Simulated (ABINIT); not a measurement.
# GaP (F-43m) in ABINIT: a series of runs

Runs on GaP. Level: PBE. Tasks: single point, equation of state.

Everything below comes from runs of ABINIT 10.8.3 (patched build). Logs are shortened: lines on timing, memory, paths and dates and some standing lists are left out, and cuts for length are marked. The log counts tension as positive stress, the text compression.

**What was measured.**

“Phosphorous dimerization in GaP at high pressure”, 2017, arxiv:1709.06667 reports, for a bulk crystal of GaP: bulk modulus 87.5 ± 0.6 GPa.

How close the calculation comes is told below.

## Step 1: The structure

It takes space group F-43m (No. 216, cubic). Conventional cell: a = 5.451 Å, b = 5.451 Å, c = 5.451 Å, α = 90.00°, β = 90.00°, γ = 90.00°. Ga (site symmetry -43m) is surrounded by 4 P at 2.36 Å. P (site symmetry -43m) has 4 Ga at 2.36 Å as nearest neighbours.

## Step 2: Single point, PBE, 20.24 Å³/atom (uniaxial strain of 0 %)

run.abi

```
# Pseudopotentials
pp_dirpath "./"
pseudos "Ga.GGA_PBE-JTH.xml, P.GGA_PBE-JTH.xml"

# Structure
acell 3*1.0
rprim
     0.0000000000     5.1499761211     5.1499761211
     5.1499761211     0.0000000000     5.1499761211
     5.1499761211     5.1499761211     0.0000000000
ntypat 2
znucl 31 15
natom 2
typat 1 2
xred
     0.0000000000     0.0000000000     0.0000000000
     0.7500000000     0.7500000000     0.7500000000

# Plane-wave basis
ecut 544.227725 eV
pawecutdg 40.0
pawxcdev 0

# k points
kptopt 1
ngkpt 8 8 8
nshiftk 1
shiftk 0.0 0.0 0.0

# Exchange and correlation
ixc 11

# Bands and occupations
nband 13
occopt 3
tsmear 0.05 eV

# SCF cycle
nstep 100
tolvrs 1.0e-9

# Output
iomode 3
prtwf 0
prtden 0
prteig 0
prtebands 0
```

Potentials or basis: JTH PAW PBE v2.0.

Started as:

```
> abinit run.abi > log 2>&1
```

run.abo:

```text
.Version 10.8.3 of ABINIT
 Symmetries : space group F-4 3 m (#216); Bravais cF (face-center cubic)
================================================================================
 Values of the parameters that define the memory need of the present run
     intxc =       0    ionmov =       0      iscf =      17    lmnmax =      18
     lnmax =       6     mgfft =      30  mpssoang =       3    mqgrid =    3001
     natom =       2  nloc_mem =       2    nspden =       1   nspinor =       1
    nsppol =       1      nsym =      24    n1xccc =       1    ntypat =       2
    occopt =       3   xclevel =       2
       mpw =        1185          nfft =       27000          nkpt =          29
 PAW method is used; the additional fine FFT grid is defined by:
   mgfftf=        45    nfftf =     91125
================================================================================
================================================================================

--------------------------------------------------------------------------------
------------- Echo of variables that govern the present computation ------------
--------------------------------------------------------------------------------
 -outvars: echo values of preprocessed input variables --------
            acell      1.0000000000E+00  1.0000000000E+00  1.0000000000E+00 Bohr
              amu      6.97230000E+01  3.09737620E+01
             ecut      2.00000000E+01 Hartree
              ixc          11
         kptrlatt        8    0    0      0    8    0      0    0    8
          kptrlen      5.82653286E+01
            natom           2
            nband          13
            ngfft          30      30      30
          ngfftdg          45      45      45
             nkpt          29
            nstep         100
             nsym          24
           ntypat           2
           occopt           3
        pawecutdg      4.00000000E+01 Hartree
         pawxcdev           0
           prtden           0
        prtebands           0
           prteig           0
            prtwf           0
            rprim      0.0000000000E+00  5.1499761211E+00  5.1499761211E+00
                       5.1499761211E+00  0.0000000000E+00  5.1499761211E+00
                       5.1499761211E+00  5.1499761211E+00  0.0000000000E+00
          spgroup         216
           tolvrs      1.00000000E-09
           tsmear      1.83746611E-03 Hartree
            typat      1  2
           useylm           1
           xangst      0.0000000000E+00  0.0000000000E+00  0.0000000000E+00
                       4.0878749972E+00  4.0878749972E+00  4.0878749972E+00
            xcart      0.0000000000E+00  0.0000000000E+00  0.0000000000E+00
                       7.7249641816E+00  7.7249641816E+00  7.7249641816E+00
             xred      0.0000000000E+00  0.0000000000E+00  0.0000000000E+00
                       7.5000000000E-01  7.5000000000E-01  7.5000000000E-01
            znucl       31.00000   15.00000

================================================================================

 chkinp: Checking input parameters for consistency.

================================================================================
== DATASET  1 ==================================================================

--- !DatasetInfo
iteration_state: {dtset: 1, }
dimensions: {natom: 2, nkpt: 29, mband: 13, nsppol: 1, nspinor: 1, nspden: 1, mpw: 1185, }
cutoff_energies: {ecut:  20.0, pawecutdg:  40.0, }
electrons: {nelect:   1.80000000E+01, charge:   0.00000000E+00, occopt:   3.00000000E+00, tsmear:   1.83746611E-03, }
meta: {optdriver: 0, ionmov: 0, optcell: 0, iscf: 17, paral_kgb: 0, }
...

 Exchange-correlation functional for the present dataset will be:
  GGA: Perdew-Burke-Ernzerhof functional - ixc=11
  J.P.Perdew, K.Burke, M.Ernzerhof, PRL 77, 3865 (1996)

 Real(R)+Recip(G) space primitive vectors, cartesian coordinates (Bohr,Bohr^-1):
 R(1)=  0.0000000  5.1499761  5.1499761  G(1)= -0.0970878  0.0970878  0.0970878
 R(2)=  5.1499761  0.0000000  5.1499761  G(2)=  0.0970878 -0.0970878  0.0970878
 R(3)=  5.1499761  5.1499761  0.0000000  G(3)=  0.0970878  0.0970878 -0.0970878
 Unit cell volume ucvol=  2.7317795E+02 bohr^3
 Angles (23,13,12)=  6.00000000E+01  6.00000000E+01  6.00000000E+01 degrees

 Coarse grid specifications (used for wave-functions):

 getcut: wavevector=  0.0000  0.0000  0.0000  ngfft=  30  30  30
         ecut(hartree)=     20.000   => boxcut(ratio)=   2.04834

 Fine grid specifications (used for densities):

 getcut: wavevector=  0.0000  0.0000  0.0000  ngfft=  45  45  45
         ecut(hartree)=     40.000   => boxcut(ratio)=   2.12196

--- Pseudopotential description ------------------------------------------------
- pspini: atom type   1  psp file is ./Ga.GGA_PBE-JTH.xml
 Pseudopotential format is: paw10
 basis_size (lnmax)=  6 (lmn_size= 18), orbitals=   0   0   1   1   2   2
 Spheres core radius: rc_sph= 2.10359248
 Shapefunction is BESSEL type: shapef(r,l)=aa(1,l)*jl(q(1,l)*r)+aa(2,l)*jl(q(2,l)*r)
 Radius for shape functions =  1.80829011
 Compensation charge density is not taken into account in XC energy/potential

- pspini: atom type   2  psp file is ./P.GGA_PBE-JTH.xml
 Pseudopotential format is: paw10
 basis_size (lnmax)=  4 (lmn_size=  8), orbitals=   0   0   1   1
 Spheres core radius: rc_sph= 1.60765221
 Shapefunction is SIN type: shapef(r)=[sin(pi*r/rshp)/(pi*r/rshp)]**2
 Radius for shape functions =  1.60765221
 Compensation charge density is not taken into account in XC energy/potential

   4.33120550E+02                                ecore*ucvol(ha*bohr**3)
--------------------------------------------------------------------------------

[... 7 lines left out ...]

     iter   Etot(hartree)      deltaE(h)  residm     nres2
 ETOT  1  -85.719078997364    -8.572E+01 9.110E-02 3.954E+00
 ETOT  2  -85.774760705151    -5.568E-02 1.399E-02 4.957E-01
 ETOT  3  -85.774475006333     2.857E-04 3.138E-03 5.315E-02
 ETOT  4  -85.774544168970    -6.916E-05 6.264E-04 6.231E-03
 ETOT  5  -85.774555457712    -1.129E-05 3.461E-04 1.392E-03
 ETOT  6  -85.774578793246    -2.334E-05 1.274E-04 4.594E-05
 ETOT  7  -85.774578913947    -1.207E-07 5.228E-05 4.046E-06
 ETOT  8  -85.774579002351    -8.840E-08 1.811E-05 8.399E-08
 ETOT  9  -85.774579003676    -1.325E-09 7.241E-06 1.051E-08
 ETOT 10  -85.774579003835    -1.589E-10 2.475E-06 6.005E-10

 At SCF step   10       nres2   =  6.01E-10 < tolvrs=  1.00E-09 =>converged.

 Cartesian components of stress tensor (hartree/bohr^3)
  sigma(1 1)= -8.67636540E-05  sigma(3 2)=  0.00000000E+00
  sigma(2 2)= -8.67636540E-05  sigma(3 1)=  0.00000000E+00
  sigma(3 3)= -8.67636540E-05  sigma(2 1)=  0.00000000E+00

--- !ResultsGS
iteration_state: {dtset: 1, }
comment   : Summary of ground state results
lattice_vectors:
- [  0.0000000,   5.1499761,   5.1499761, ]
- [  5.1499761,   0.0000000,   5.1499761, ]
- [  5.1499761,   5.1499761,   0.0000000, ]
lattice_lengths: [   7.28317,    7.28317,    7.28317, ]
lattice_angles: [ 60.000,  60.000,  60.000, ] # degrees, (23, 13, 12)
lattice_volume:   2.7317795E+02
convergence: {deltae: -1.589E-10, res2:  6.005E-10, residm:  2.475E-06, diffor: null, }
etotal    :  -8.57745790E+01
entropy   :   0.00000000E+00
fermie    :   2.17708034E-01
cartesian_stress_tensor: # hartree/bohr^3
- [ -8.67636540E-05,   0.00000000E+00,   0.00000000E+00, ]
- [  0.00000000E+00,  -8.67636540E-05,   0.00000000E+00, ]
- [  0.00000000E+00,   0.00000000E+00,  -8.67636540E-05, ]
pressure_GPa:   2.5527E+00
xred      :
- [  0.0000E+00,   0.0000E+00,   0.0000E+00, Ga]
- [  7.5000E-01,   7.5000E-01,   7.5000E-01,  P]
cartesian_forces: # hartree/bohr
- [ -4.90168272E-30,   1.63389424E-30,   1.63389424E-30, ]
- [  4.90168272E-30,  -1.63389424E-30,  -1.63389424E-30, ]
force_length_stats: {min:   5.41901414E-30, max:   5.41901414E-30, mean:   5.41901414E-30, }
...

 Integrated electronic density in atomic spheres:
 ------------------------------------------------
 Atom  Sphere_radius  Integrated_density
    1        2.10359         11.06945389
    2        1.60765          1.58865123

================================================================================

 ----iterations are completed or convergence reached----

 Mean square residual over all n,k,spin=   65.926E-10; max=  24.745E-07
 reduced coordinates (array xred) for    2 atoms
       0.000000000000      0.000000000000      0.000000000000
       0.750000000000      0.750000000000      0.750000000000
 rms dE/dt=  2.3800E-29; max dE/dt=  3.3658E-29; dE/dt below (all hartree)
    1      -0.000000000000      0.000000000000      0.000000000000
    2       0.000000000000      0.000000000000      0.000000000000

 cartesian coordinates (angstrom) at end:
    1      0.00000000000000     0.00000000000000     0.00000000000000
    2      4.08787499719786     4.08787499719786     4.08787499719786

 cartesian forces (hartree/bohr) at end:
    1     -0.00000000000000     0.00000000000000     0.00000000000000
    2      0.00000000000000    -0.00000000000000    -0.00000000000000
 frms,max,avg= 3.1286693E-30 4.9016827E-30   0.000E+00  0.000E+00  0.000E+00 h/b

 cartesian forces (eV/Angstrom) at end:
    1     -0.00000000000000     0.00000000000000     0.00000000000000
    2      0.00000000000000    -0.00000000000000    -0.00000000000000
 frms,max,avg= 1.6088264E-28 2.5205466E-28   0.000E+00  0.000E+00  0.000E+00 e/A
 length scales=  1.000000000000  1.000000000000  1.000000000000 bohr
              =  0.529177210544  0.529177210544  0.529177210544 angstroms
 Fermi (or HOMO) energy (hartree) =   0.21771   Average Vxc (hartree)=  -0.34302
 Eigenvalues (hartree) for nkpt=  29  k points:
 kpt#   1, nband= 13, wtk=  0.00195, kpt=  0.0000  0.0000  0.0000 (reduced coord)
  -0.34571   -0.34571   -0.34571   -0.34213   -0.34213   -0.27049    0.18866    0.18866
   0.18866    0.25571    0.33155    0.33155    0.33155
      occupation numbers for kpt#   1
   2.00000    2.00000    2.00000    2.00000    2.00000    2.00000    2.00000    2.00000
   2.00000    0.00000    0.00000    0.00000    0.00000
 prteigrs : prtvol=0 or 1, do not print more k-points.

--- !EnergyTerms
iteration_state     : {dtset: 1, }
comment             : Components of total free energy in Hartree
kinetic             :  7.45148844325399E+00
hartree             :  2.77251966852454E+01
xc                  : -3.88079715012928E+00
Ewald energy        : -4.82388119437275E+01
psp_core            :  1.58548868993979E+00
local_psp           : -7.21616004349333E+01
PAW spherical_terms :  1.74445446779533E+00
internal            : -8.57745812425555E+01
'-kT*entropy'       : -1.11604815659209E-10
total_energy        : -8.57745812426671E+01
total_energy_eV     : -2.33404526028149E+03
...

--- !EnergyTermsDC
iteration_state     : {dtset: 1, }
comment             : '"Double-counting" decomposition of free energy'
band_energy         : -3.43472308203662E+00
Ewald energy        : -4.82388119437275E+01
psp_core            :  1.58548868993979E+00
xc_dc               : -2.71411314322862E+01
PAW spherical_terms : -8.54540123561272E+00
internal            : -8.57745790037233E+01
'-kT*entropy'       : -1.11604815659209E-10
total_energy_dc     : -8.57745790038349E+01
total_energy_dc_eV  : -2.33404519935976E+03
...

--- !EnergyTermsWithPAWCore
iteration_state     : {dtset: 1, }
comment             : 'Components of total free energy, including PAW core contributions'
Total energy        : -2.28617353166628E+03
Total energy DC     : -2.28617352942745E+03
Total energy (eV)   : -6.22099509955096E+04
Total energy DC (eV): -6.22099509345878E+04
...

 Cartesian components of stress tensor (hartree/bohr^3)
  sigma(1 1)= -8.67636540E-05  sigma(3 2)=  0.00000000E+00
  sigma(2 2)= -8.67636540E-05  sigma(3 1)=  0.00000000E+00
  sigma(3 3)= -8.67636540E-05  sigma(2 1)=  0.00000000E+00

-Cartesian components of stress tensor (GPa)         [Pressure=  2.5527E+00 GPa]
- sigma(1 1)= -2.55267483E+00  sigma(3 2)=  0.00000000E+00
- sigma(2 2)= -2.55267483E+00  sigma(3 1)=  0.00000000E+00
- sigma(3 3)= -2.55267483E+00  sigma(2 1)=  0.00000000E+00

== END DATASET(S) ==============================================================
================================================================================

 -outvars: echo values of variables after computation  --------
            acell      1.0000000000E+00  1.0000000000E+00  1.0000000000E+00 Bohr
           etotal     -8.5774579004E+01
            fcart     -4.9016827211E-30  1.6338942404E-30  1.6338942404E-30
                       4.9016827211E-30 -1.6338942404E-30 -1.6338942404E-30
            rprim      0.0000000000E+00  5.1499761211E+00  5.1499761211E+00
                       5.1499761211E+00  0.0000000000E+00  5.1499761211E+00
                       5.1499761211E+00  5.1499761211E+00  0.0000000000E+00
           strten     -8.6763653994E-05 -8.6763653994E-05 -8.6763653994E-05
                       0.0000000000E+00  0.0000000000E+00  0.0000000000E+00
           xangst      0.0000000000E+00  0.0000000000E+00  0.0000000000E+00
                       4.0878749972E+00  4.0878749972E+00  4.0878749972E+00
             xred      0.0000000000E+00  0.0000000000E+00  0.0000000000E+00
                       7.5000000000E-01  7.5000000000E-01  7.5000000000E-01
 Calculation completed.
```

It took 12 s on 1 thread of Arm Neoverse V2, shared host; peak memory 0.11 GiB.

What came out:

```yaml
Free_energy: -2334.0452 eV
Pressure: 2.6 GPa
Band_gap_on_the_k_mesh: 1.64 eV, indirect (least direct gap 1.82 eV)
Valence_electrons_inside_the_program's_atomic_spheres: Ga 11.07; P 1.59
```

## Step 3: Single point, PBE, 19.43 Å³/atom (uniaxial strain of -4 %)

run.abi: that of step 2 with these lines changed.

```diff
@@ -7,4 +7,4 @@
 rprim
-     0.0000000000     5.1499761211     5.1499761211
-     5.1499761211     0.0000000000     5.1499761211
+     0.0000000000     5.1499761211     4.9439770763
+     5.1499761211     0.0000000000     4.9439770763
      5.1499761211     5.1499761211     0.0000000000
@@ -17,2 +17,5 @@
      0.7500000000     0.7500000000     0.7500000000
+chkprim 0
+chksymtnons 0
+tolsym 1.0e-6
```

Potentials or basis: JTH PAW PBE v2.0.

Started as:

```
> abinit run.abi > log 2>&1
```

It took 23 s on 1 thread of Arm Neoverse V2, shared host; peak memory 0.12 GiB.

It converged, with:

```yaml
Free_energy: -2333.9905 eV
Pressure: 6.4 GPa
Band_gap_on_the_k_mesh: 1.18 eV, indirect (least direct gap 2.01 eV)
Valence_electrons_inside_the_program's_atomic_spheres: Ga 11.12; P 1.60
```

## Step 4: Equation of state, PBE

run.abi

```
# Datasets: one volume each
ndtset 7
getwfk -1
scalecart1 3*0.9795861087
scalecart2 3*0.9864848297
scalecart3 3*0.9932883884
scalecart4 3*1.0000000000
scalecart5 3*1.0066227096
scalecart6 3*1.0131594038
scalecart7 3*1.0196128224

# Pseudopotentials
pp_dirpath "./"
pseudos "Ga.upf, P.upf"

# Structure
acell 3*1.0
rprim
     0.0000000000     5.1499761211     5.1499761211
     5.1499761211     0.0000000000     5.1499761211
     5.1499761211     5.1499761211     0.0000000000
ntypat 2
znucl 31 15
natom 2
typat 1 2
xred
     0.0000000000     0.0000000000     0.0000000000
     0.7500000000     0.7500000000     0.7500000000

# Plane-wave basis
ecut 1088.455450 eV

# k points
kptopt 1
ngkpt 6 6 6
nshiftk 1
shiftk 0.0 0.0 0.0

# Exchange and correlation
ixc 11

# Bands and occupations
nband 13
occopt 3
tsmear 0.05 eV

# SCF cycle
nstep 100
tolvrs 1.0e-10

# Output
iomode 3
prtwf 1
prtden 0
prteig 0
prtebands 0
prtvol 2
```

Potentials or basis: PseudoDojo NC SR PBE v0.4.1 standard.

Started as:

```
> abinit run.abi > log 2>&1
```

Run time: 2.7 min. Hardware: 1 thread of Arm Neoverse V1, shared host; peak memory 0.12 GiB.

The run converged. Its results:

- Equilibrium volume: 20.90 Å³/atom
- Bulk modulus: 77 GPa
- Pressure derivative of the bulk modulus: 4.5

Energy against volume, from the lowest point:
| volume (Å³/atom) | energy (meV/atom) |
| --- | --- |
| 19.026 | 47.53 |
| 19.431 | 27.99 |
| 19.836 | 14.01 |
| 20.240 | 5.00 |
| 20.645 | 0.49 |
| 21.050 | 0.00 |
| 21.455 | 3.13 |

Caveat: pressures at fixed basis lie under the slope of the energies.

## Step 5: Equation of state, PBE

run.abi: that of step 4 with these lines changed.

```diff
@@ -30,3 +30,3 @@
 # Plane-wave basis
-ecut 1088.455450 eV
+ecut 1551.049016 eV
 
@@ -42,3 +42,3 @@
 # Bands and occupations
-nband 13
+nband 17
 occopt 3
```

Potentials or basis: PseudoDojo NC SR PBE v0.4 stringent.

Started as:

```
> abinit run.abi > log 2>&1
```

Run time: 6.1 min. Hardware: 1 thread of Arm Neoverse V1, shared host; peak memory 0.16 GiB.

It converged, with:

```
Equilibrium volume                      : 20.86 Å³/atom
Bulk modulus                            : 77 GPa
Pressure derivative of the bulk modulus : 4.4
```

Energy against volume, from the lowest point:
```
volume (Å³/atom)  energy (meV/atom)
          19.026              45.55
          19.431              26.49
          19.836              12.93
          20.240               4.31
          20.645               0.15
          21.050               0.00
          21.455               3.43
```

Caveat: pressures at fixed basis lie under the slope of the energies. PBE usually gives volumes a little too large and moduli too small.

## Step 6: Against experiment

Step 4. Measured bulk modulus of GaP: 87.5 GPa (“Phosphorous dimerization in GaP at high pressure”, 2017, arxiv:1709.06667). This calculation gives 77 GPa (-12.1 %). The fit is for a static lattice scaled at fixed shape and fixed fractional positions.

Step 5. Measured bulk modulus of GaP: 87.5 GPa (“Phosphorous dimerization in GaP at high pressure”, 2017, arxiv:1709.06667). This calculation gives 77 GPa (-12.0 %). The fit is for a static lattice scaled at fixed shape and fixed fractional positions.
